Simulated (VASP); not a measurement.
Pb: single point with PBEsol

Pb:

```xyz
2
Lattice="3.3050 0.1392 -0.1375 -1.5320 2.9318 0.1375 -0.2209 0.1275 5.7067" Properties=species:S:1:pos:R:3 pbc="T T T"
Pb    0.0561    2.0150    1.4220
Pb    1.4961    1.1836    4.2847
```

The cell isn't the ideal one: strained and moved within a subgroup.

```yaml
Program: VASP 6.6.1
Task: single point
Functional: PBEsol
Potentials_or_basis: VASP PAW PBE potentials, release 64 (Pb_d)
Cutoff: 520 eV
k_mesh: 12 × 12 × 8
Occupations: gaussian, width 0.1 eV
Spin: no spin polarisation
```

| Item | Value |
| --- | --- |
| Pressure | 3.7 GPa |
| Largest force | 0.193 eV/Å |
| Band gap on the k mesh | none (metal or under the smearing width) |

Forces in eV/Å, atoms in the order of the input:
```
Pb  -0.033  0.019  0.189
Pb   0.033 -0.019 -0.189
```

Stress tensor (GPa, compression positive):
```
 4.57 -0.89  0.58
-0.89  3.54 -0.33
 0.58 -0.33  3.05
```

Levels at points of the mesh, in eV from the Fermi level:
| k point | band 11 | band 12 | band 13 | band 14 | band 15 | band 16 | band 17 | band 18 |
| --- | --- | --- | --- | --- | --- | --- | --- | --- |
| (0.00, 0.00, 0.00) | -12.30 | -8.44 | -4.63 | 5.85 | 6.63 | 7.43 | 7.53 | 8.04 |
| (0.50, 0.00, 0.00) | -8.61 | -7.23 | -3.29 | -2.05 | -0.66 | 1.81 | 3.18 | 6.24 |
| (0.50, 0.50, 0.00) | -7.67 | -6.84 | -2.98 | -1.86 | 0.45 | 1.22 | 2.03 | 4.79 |
| (0.00, 0.00, 0.50) | -11.26 | -10.81 | 0.35 | 0.72 | 6.04 | 7.18 | 7.22 | 7.54 |
| (0.50, 0.00, 0.50) | -7.84 | -7.65 | -4.06 | -4.02 | 3.08 | 3.94 | 4.16 | 4.74 |
| (0.50, 0.50, 0.50) | -7.44 | -6.35 | -4.12 | -3.46 | 2.40 | 2.70 | 2.84 | 4.32 |

It took 2.8 min on 1 thread of Intel(R) Xeon(R) 6975P-C (Granite Rapids), on a shared host, peak memory 0.4 GiB.

Caveat: the PAW data sets were made with another functional, which shifts forces and pressure a little. Spin-orbit coupling is left out, which matters for the levels of Pb.
